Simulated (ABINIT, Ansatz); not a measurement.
## Quasiparticle gap of CdTe (F-43m) in ABINIT

Wanted: ground state, empty states, screening and self-energy for CdTe (F-43m).

Main program and level: ABINIT 10.8.3; PBE and many-body steps on it, plane waves.

**Experimental background.**

- Gap 1.48 ± 0.02 eV: direct optical gap from Tauc analysis, 1.5 h deposition; UV-vis diffuse reflectance; film (electrodeposited 1.5 h on FTO, Te-rich) (“Electrodeposition of CdTe Thin Films for Solar Energy Water Splitting”, 2020, pmc:7177234).

- Gap 1.592 eV: near-band-edge L1 bound-exciton energy extrapolated to 0 K (Varshni), slightly below the true gap; temperature-dependent photoluminescence; 0 K; bulk crystal (vertical Bridgman single crystal) (“Photoluminescence characteristics of Cd1-xMnxTe single crystals grown by the vertical Bridgman method”, 2012, pmc:3275455).

- Gap 1.32 ± 0.02 eV: direct optical gap from Tauc analysis, 2.5 h deposition; UV-vis diffuse reflectance; film (electrodeposited 2.5 h on FTO, nearly stoichiometric) (“Electrodeposition of CdTe Thin Films for Solar Energy Water Splitting”, 2020, pmc:7177234).

This is a report of a sequence of runs, with most program output left out.

**1. Starting point**

It takes space group F-43m (No. 216, cubic). Conventional cell: a = 6.480 Å, b = 6.480 Å, c = 6.480 Å, α = 90.00°, β = 90.00°, γ = 90.00°. Nearest to Cd lie 4 Te at 2.81 Å. Nearest to Te lie 4 Cd at 2.81 Å. Farther neighbours and most contacts between anions are not listed.

The cell and positions come from the Crystallography Open Database and are kept as given unless a step says otherwise. Spin-orbit coupling is left out unless a step names it.

**2. Ground state**

This step: ABINIT 10.8.3; DFT, PBE, plane waves, norm-conserving pseudopotentials.

The ground-state density comes first.

Contents of run.abi:

```
acell 3*1.0 Angstrom
rprim 
  0.000000000000 3.240000000000 3.240000000000
  3.240000000000 0.000000000000 3.240000000000
  3.240000000000 3.240000000000 0.000000000000
ntypat 2
znucl 48 52
natom 2
typat 1 2
xred 
  0.000000000000 0.000000000000 0.000000000000
  0.250000000000 0.250000000000 0.250000000000
pp_dirpath "pseudos"
pseudos "Cd.upf, Te.upf"
ecut 47
ngkpt 6 6 6
nshiftk 1
shiftk 0 0 0
kptopt 1
chksymbreak 0
nband 23
occopt 1
tolvrs 1e-10
nstep 60
prtwf 0
optforces 0
optstress 0
indata_prefix "in"
outdata_prefix "out"
tmpdata_prefix "tmp"
```

Run with:

```
$ OMP_NUM_THREADS=1 mpirun -n 8 abinit run.abi > log
```

Wall time 45 s (8 MPI ranks of Intel Xeon Platinum 8375C at 2.90GHz (Ice Lake), shared host); peak memory 0.94 GiB; 5.6 min of CPU time.

Numbers from this step:

- total energy: -7625.3062 eV
- gap: 0.7714 eV
- k of the valence top: 0, 0, 0
- k of the conduction bottom: 0, 0, 0
- least direct gap: 0.7714 eV

The gap is direct, at Γ.

**3. Bands along the symmetry lines**

The cheap functional maps the bands first; the places of the edges decide which points the dearer methods must see.

Contents of run.abi:

```
acell 3*1.0 Angstrom
rprim 
  0.000000000000 3.240000000000 3.240000000000
  3.240000000000 0.000000000000 3.240000000000
  3.240000000000 3.240000000000 0.000000000000
ntypat 2
znucl 48 52
natom 2
typat 1 2
xred 
  0.000000000000 0.000000000000 0.000000000000
  0.250000000000 0.250000000000 0.250000000000
pp_dirpath "pseudos"
pseudos "Cd.upf, Te.upf"
ecut 47
iscf -2
irdden 1
kptopt 0
nkpt 50
kpt 
  0.00000000 0.00000000 0.00000000
  -0.06250000 -0.06250000 0.00000000
  -0.12500000 -0.12500000 0.00000000
  -0.18750000 -0.18750000 0.00000000
  -0.25000000 -0.25000000 0.00000000
  -0.31250000 -0.31250000 0.00000000
  -0.37500000 -0.37500000 0.00000000
  -0.43750000 -0.43750000 0.00000000
  -0.50000000 -0.50000000 0.00000000
  -0.48437500 -0.48437500 0.03125000
  -0.46875000 -0.46875000 0.06250000
  -0.45312500 -0.45312500 0.09375000
  -0.43750000 -0.43750000 0.12500000
  -0.42187500 -0.42187500 0.15625000
  -0.40625000 -0.40625000 0.18750000
  -0.39062500 -0.39062500 0.21875000
  -0.37500000 -0.37500000 0.25000000
  -0.37500000 0.00000000 0.37500000
  -0.32812500 0.00000000 0.32812500
  -0.28125000 0.00000000 0.28125000
  -0.23437500 0.00000000 0.23437500
  -0.18750000 0.00000000 0.18750000
  -0.14062500 0.00000000 0.14062500
  -0.09375000 0.00000000 0.09375000
  -0.04687500 0.00000000 0.04687500
  0.00000000 0.00000000 0.00000000
  0.00000000 0.00000000 0.06250000
  0.00000000 0.00000000 0.12500000
  0.00000000 0.00000000 0.18750000
  0.00000000 0.00000000 0.25000000
  0.00000000 0.00000000 0.31250000
  0.00000000 0.00000000 0.37500000
  0.00000000 0.00000000 0.43750000
  0.00000000 0.00000000 0.50000000
  -0.06250000 -0.03125000 0.46875000
  -0.12500000 -0.06250000 0.43750000
  -0.18750000 -0.09375000 0.40625000
  -0.25000000 -0.12500000 0.37500000
  -0.31250000 -0.15625000 0.34375000
  -0.37500000 -0.18750000 0.31250000
  -0.43750000 -0.21875000 0.28125000
  -0.50000000 -0.25000000 0.25000000
  -0.50000000 -0.28125000 0.21875000
  -0.50000000 -0.31250000 0.18750000
  -0.50000000 -0.34375000 0.15625000
  -0.50000000 -0.37500000 0.12500000
  -0.50000000 -0.40625000 0.09375000
  -0.50000000 -0.43750000 0.06250000
  -0.50000000 -0.46875000 0.03125000
  -0.50000000 -0.50000000 0.00000000
istwfk *1
nband 25
nbdbuf 2
tolwfr 1e-08
nstep 40
prtwf 0
prtvol 0
indata_prefix "in"
outdata_prefix "out"
tmpdata_prefix "tmp"
```

Wall time 54 s (8 MPI ranks); peak memory 0.76 GiB.

Numbers from this step:

* gap: 0.7714 eV
* k of the valence top: 0, 0, 0
* k of the conduction bottom: 0, 0, 0
* least direct gap: 0.7714 eV

The gap is 0.771 eV, as in the run before at this level.

Electronic bands along the path, in eV, zero at the top of the highest filled band:

| point | band 15 | band 16 | band 17 | band 18 | band 19 | band 20 | band 21 | band 22 |
| --- | --- | --- | --- | --- | --- | --- | --- | --- |
| Γ | -8.02 | 0.00 | 0.00 | 0.00 | 0.77 | 4.63 | 4.63 | 4.63 |
| halfway | -7.99 | -2.66 | -1.08 | -1.08 | 2.95 | 3.34 | 6.50 | 6.50 |
| X | -7.53 | -4.30 | -1.86 | -1.86 | 2.62 | 2.68 | 8.83 | 9.18 |
| halfway | -7.50 | -4.27 | -2.15 | -1.78 | 2.72 | 3.26 | 8.11 | 8.52 |
| U | -7.48 | -4.20 | -2.55 | -1.54 | 2.91 | 4.53 | 7.37 | 7.49 |
| jump to K | -7.48 | -4.20 | -2.55 | -1.54 | 2.91 | 4.53 | 7.37 | 7.49 |
| halfway | -7.96 | -3.01 | -1.49 | -0.45 | 2.83 | 4.90 | 5.34 | 5.46 |
| Γ | -8.02 | 0.00 | 0.00 | 0.00 | 0.77 | 4.63 | 4.63 | 4.63 |
| halfway | -8.02 | -2.72 | -0.43 | -0.43 | 2.00 | 5.18 | 5.18 | 5.37 |
| L | -7.66 | -4.42 | -0.77 | -0.77 | 1.83 | 5.21 | 5.21 | 7.10 |
| halfway | -7.57 | -4.23 | -2.06 | -1.26 | 3.24 | 4.61 | 6.00 | 7.21 |
| W | -7.44 | -4.18 | -2.32 | -2.19 | 4.26 | 4.69 | 5.59 | 6.33 |
| halfway | -7.48 | -4.24 | -2.10 | -2.04 | 3.32 | 3.32 | 7.49 | 7.57 |
| X | -7.53 | -4.30 | -1.86 | -1.86 | 2.62 | 2.68 | 8.83 | 9.18 |

**4. Empty states on the mesh, 4×4×4 mesh, 636 bands**

The sums over transitions need many empty states on a uniform mesh; this step solves for them.

Contents of run.abi:

```
acell 3*1.0 Angstrom
rprim 
  0.000000000000 3.240000000000 3.240000000000
  3.240000000000 0.000000000000 3.240000000000
  3.240000000000 3.240000000000 0.000000000000
ntypat 2
znucl 48 52
natom 2
typat 1 2
xred 
  0.000000000000 0.000000000000 0.000000000000
  0.250000000000 0.250000000000 0.250000000000
pp_dirpath "pseudos"
pseudos "Cd.upf, Te.upf"
ecut 47
ngkpt 4 4 4
nshiftk 1
shiftk 0 0 0
kptopt 1
chksymbreak 0
irdden 1
istwfk *1
nband 636
prtvol 0
optdriver 6
gwr_task "HDIAGO"
paral_kgb 0
occopt 1
indata_prefix "in"
outdata_prefix "out"
tmpdata_prefix "tmp"
```

Elapsed: 7.1 min, on 8 MPI ranks; peak memory 22 GiB.

This step gave:

| Quantity | Value |
| --- | --- |
| gap | 0.7713 eV |
| k of the valence top | 0, 0, 0 |
| k of the conduction bottom | 0, 0, 0 |
| least direct gap | 0.7713 eV |
| k points computed | 8 |
| lowest point of the top converged band, above the valence top | 237.8588 eV |

On this mesh the gap is 0.771 eV.

**5. Screening, 4×4×4 mesh, 628 bands, screening to 326.5 eV**

The RPA dielectric matrix is built and inverted for each q.

This step: RPA screening on PBE, plane waves, norm-conserving pseudopotentials.

Edit run.abi of step 4 so:

```diff
@@ -20,10 +20,11 @@
 chksymbreak 0
-irdden 1
 istwfk *1
-nband 636
-prtvol 0
-optdriver 6
-gwr_task "HDIAGO"
-paral_kgb 0
 occopt 1
+irdwfk 1
+optdriver 3
+nband 628
+ecuteps 12
+inclvkb 2
+awtr 1
+symchi 1
 indata_prefix "in"
```

Run time: 30 min. Hardware: 8 MPI ranks; peak memory 11 GiB; 3.9 h of CPU time.

Numbers from this step:

| Property | Result |
| --- | --- |
| ε∞ with local fields, on this mesh, along the program's q direction | 28.49 |
| the same without local fields | 29.84 |
| plasma frequency | 27.01 eV |
| plane waves in the screening matrix | 941 |

Local fields lower ε∞ by 5 %.

**6. Self-energy, 4×4×4 mesh, 628 bands, screening to 326.5 eV**

The self-energy is evaluated for the states that the input lists, and the levels follow from it, in one-shot runs by the linearised quasiparticle equation.

This step: G0W0 on PBE, plane waves, norm-conserving pseudopotentials.

Edit run.abi of step 5 so:

```diff
@@ -23,8 +23,15 @@
 irdwfk 1
-optdriver 3
+optdriver 4
 nband 628
+gwcalctyp 0
+ecutsigx 47
+symsigma 1
+nkptgw 1
+kptgw 
+  0.0000000000 0.0000000000 0.0000000000
+bdgw 
+  16 22
 ecuteps 12
-inclvkb 2
-awtr 1
-symchi 1
+irdscr 1
+ppmodel 1
 indata_prefix "in"
```

Elapsed: 3.7 min, on 8 MPI ranks; peak memory 12 GiB.

This step gave:

| Item | Value |
| --- | --- |
| G0W0 gap on the points computed | 1.869 eV |
| starting gap on the mesh | 0.7713 eV |
| k of the valence top | 0, 0, 0 |
| k of the conduction bottom | 0, 0, 0 |
| Z at the valence top | 0.794 |
| Z at the conduction bottom | 0.806 |
| least direct G0W0 gap on the computed points | 1.869 eV |

The gap on the mesh goes from 0.77 eV to 1.87 eV, a correction of +1.10 eV.

Limits: finite bands, cutoff and mesh; exchange with frozen shells missing; no spin-orbit coupling; coarse k mesh. v1 is the top filled band, c1 the lowest empty one. The levels before and after the correction (eV, zero at the valence-band top of each column):

|  | conduction bottom | valence top |
| --- | --- | --- |
| Kohn-Sham | 0.77 | 0.00 |
| G0W0 | 1.87 | 0.00 |

|  | level | energy (eV) |
| --- | --- | --- |
| Kohn-Sham | Γ v3-v1 | 0.000 |
| Kohn-Sham | Γ c1 | 0.771 |
| Kohn-Sham | Γ c2-c4 | 4.626 |
| G0W0 | Γ v3-v1 | 0.000 |
| G0W0 | Γ c1 | 1.869 |
| G0W0 | Γ c2-c4 | 5.948 |

**7. Where the time went**

Times are wall times on 8 MPI ranks of Intel Xeon Platinum 8375C at 2.90GHz (Ice Lake), shared host, good to a factor of about two.

| step | time | share | memory (GiB) |
| --- | --- | --- | --- |
| ground state | 45 s | 2 % | 0.94 |
| bands along the symmetry lines | 54 s | 2 % | 0.76 |
| empty states on the mesh | 7.1 min | 17 % | 22 |
| screening | 30 min | 71 % | 11 |
| self-energy | 3.7 min | 9 % | 12 |

**8. What came out**

```json
{
 "PBE gap": "0.77 eV, direct",
 "G0W0 gap on the mesh": "1.87 eV",
 "GW settings": "4×4×4 mesh, 628 bands, screening to 326.5 eV, Godby-Needs plasmon pole",
 "known limits": "not at the basis limit; exchange with frozen shells missing; mesh may overstate the screening; no spin-orbit coupling; coarse k mesh"
}
```

G0W0 moves the gap on the mesh from 0.77 eV to 1.87 eV (+1.10 eV), with Z of 0.79 and 0.81 at the edges. Local fields lower the RPA ε∞ on this mesh from 29.84 to 28.49. Only 1 of the mesh's irreducible points was corrected, so a valley elsewhere could overtake. The dearest step here is «screening». Against experiment, by G0W0@PBE: the direct gap of 1.87 eV lies +0.39 eV from the measured 1.48 ± 0.02 eV (direct, 2020); the direct gap of 1.87 eV lies +0.28 eV from the measured 1.592 eV (exciton, 0 K, 2012); the direct gap of 1.87 eV lies +0.55 eV from the measured 1.32 ± 0.02 eV (direct, 2020). An exciton line or allowed optical edge lies below the quasiparticle gap by the binding energy; a forbidden edge can push the onset above it. The calculation has static nuclei and no excitons; a measured gap holds zero-point and thermal motion, which mostly lowers it. With atoms this heavy the missing spin-orbit coupling can matter too. Bands and cutoff are finite, so the gap is not at the basis limit. The miss can reach some tenths of an eV and take either sign; the mesh is an error of its own. In the G0W0 run levels were corrected at 1 k point alone, so a gap called «on the mesh» is the least over those, and an edge elsewhere would be missed. The 4×4×4 mesh is coarse for this cell, which bears on the long-range parts of exchange and screening. The norm-conserving file of at least one element keeps a d shell over frozen s and p shells of the same row. Exchange with those shells is missing from the self-energy, an error of 0.3 to 0.9 eV in cases checked, whose sign depends on which edge lies on those atoms. The RPA ε∞ on this mesh reaches over 25; with a narrow direct gap a coarse mesh can overstate it, and the correction is then too small.

[Paths, hosts, dates, memory and timing lines, banners, echoed tables and standing remarks are left out of the program output.]

[Logs are printed without paths, hosts, clocks, repeated set-up lines and the standing remarks that a program may print on its own settings, such as how far it seeks lower states.]

[Runs of the session that timed out or met a known fault of the program may be left out.]

[Hosts, paths, dates, database ids (printed as entryN), source tags and the programs' standing remarks are cut or masked in the printed files.]

[G0W0 gaps are taken among the corrected bands and points alone; a level outside them can change the order at an edge.]

[Where Ansatz stands beside ABINIT at settings called matched, ABINIT's density can come from a denser mesh and the files from another edition; pairs whose starting gaps differed by over 0.03 eV were left out, so agreement reads better than it is.]
